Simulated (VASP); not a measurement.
Set up this calculation in VASP 6.6.1, as the native input.

```yaml
Task: band structure
Functional: BLYP
Potentials_or_basis: VASP PAW PBE potentials, release 64 (Mg)
Cutoff: 520 eV
k_mesh: 10 × 10 × 5
Occupations: fermi-dirac, width 0.05 eV
Spin: no spin polarisation
Further_INCAR_settings: ALGO = Normal; EDIFF = 1e-06
```

The system is Mg.

```
CELL_PARAMETERS angstrom
3.20930 0.00000 0.00000
-1.60465 2.77934 0.00000
0.00000 0.00000 5.21030
ATOMIC_POSITIONS crystal
Mg 0.66667 0.33333 0.75000
Mg 0.33333 0.66667 0.25000
```

The input as run:

POSCAR

```
Mg
1.0
    3.2093000000      0.0000000000      0.0000000000
   -1.6046500000      2.7793353284      0.0000000000
    0.0000000000      0.0000000000      5.2103000000
Mg
2
Direct
    0.6666666667      0.3333333333      0.7500000000
    0.3333333333      0.6666666667      0.2500000000
```

INCAR.step1

```
SYSTEM = Mg
PREC     = Accurate       ! precision mode
ENCUT    = 520            ! plane-wave cutoff, eV
EDIFF    = 1E-6           ! SCF threshold, eV
ISMEAR   = -1             ! smearing method
SIGMA    = 0.05           ! smearing width, eV
LREAL    = .False.        ! projectors in reciprocal space
LASPH    = .True.         ! aspherical terms in the spheres
NELM     = 80             ! most SCF steps
ALGO     = Normal         ! electronic algorithm
ISIF     = 2              ! what is computed and relaxed
LWAVE    = .False.        ! write WAVECAR
LCHARG   = .True.         ! write CHGCAR
GGA      = B5             ! functional
ALDAX    = 1.0          
AGGAX    = 1.0          
AGGAC    = 1.0          
ALDAC    = 0.0
```

KPOINTS.step1

```
Automatic mesh
0
Gamma
  10 10 5
  0 0 0
```

INCAR.step2

```
SYSTEM = Mg
PREC     = Accurate       ! precision mode
ENCUT    = 520            ! plane-wave cutoff, eV
EDIFF    = 1E-6           ! SCF threshold, eV
ISMEAR   = 0              ! smearing method
SIGMA    = 0.05           ! smearing width, eV
LREAL    = .False.        ! projectors in reciprocal space
LASPH    = .True.         ! aspherical terms in the spheres
NELM     = 80             ! most SCF steps
ALGO     = Normal         ! electronic algorithm
ISIF     = 2              ! what is computed and relaxed
LWAVE    = .False.        ! write WAVECAR
LCHARG   = .False.        ! write CHGCAR
GGA      = B5             ! functional
ALDAX    = 1.0          
AGGAX    = 1.0          
AGGAC    = 1.0          
ALDAC    = 0.0          
ICHARG   = 11             ! starting density
```

KPOINTS.step2

```
path GMKGALHA,LM,KH
15
line-mode
reciprocal
 0.0000000000  0.0000000000  0.0000000000  G
 0.5000000000  0.0000000000  0.0000000000  M

 0.5000000000  0.0000000000  0.0000000000  M
 0.3333333333  0.3333333333  0.0000000000  K

 0.3333333333  0.3333333333  0.0000000000  K
 0.0000000000  0.0000000000  0.0000000000  G

 0.0000000000  0.0000000000  0.0000000000  G
 0.0000000000  0.0000000000  0.5000000000  A

 0.0000000000  0.0000000000  0.5000000000  A
 0.5000000000  0.0000000000  0.5000000000  L

 0.5000000000  0.0000000000  0.5000000000  L
 0.3333333333  0.3333333333  0.5000000000  H

 0.3333333333  0.3333333333  0.5000000000  H
 0.0000000000  0.0000000000  0.5000000000  A

 0.5000000000  0.0000000000  0.5000000000  L
 0.5000000000  0.0000000000  0.0000000000  M

 0.3333333333  0.3333333333  0.0000000000  K
 0.3333333333  0.3333333333  0.5000000000  H
```

Potentials or basis: VASP PAW PBE potentials, release 64 (Mg).

Launch:

```console
$ cat potpaw_PBE.64/Mg/POTCAR > POTCAR
$ cp INCAR.step1 INCAR
$ cp KPOINTS.step1 KPOINTS
$ mpirun -np 1 vasp_std > vasp.out
$ cp INCAR.step2 INCAR
$ cp KPOINTS.step2 KPOINTS
$ mpirun -np 1 vasp_std > vasp.out
```

Results of the run:

- Band gap along the path: none (metal or under the smearing width)

Caveat: the log is that of the step along the path at fixed density, whose energy, stress, charges and moments have no meaning.

Run time: 32 s on 1 thread of Intel(R) Xeon(R) Platinum 8259CL CPU @ 2.50GHz (Skylake/Cascade Lake) (shared host), peak memory 0.17 GiB.
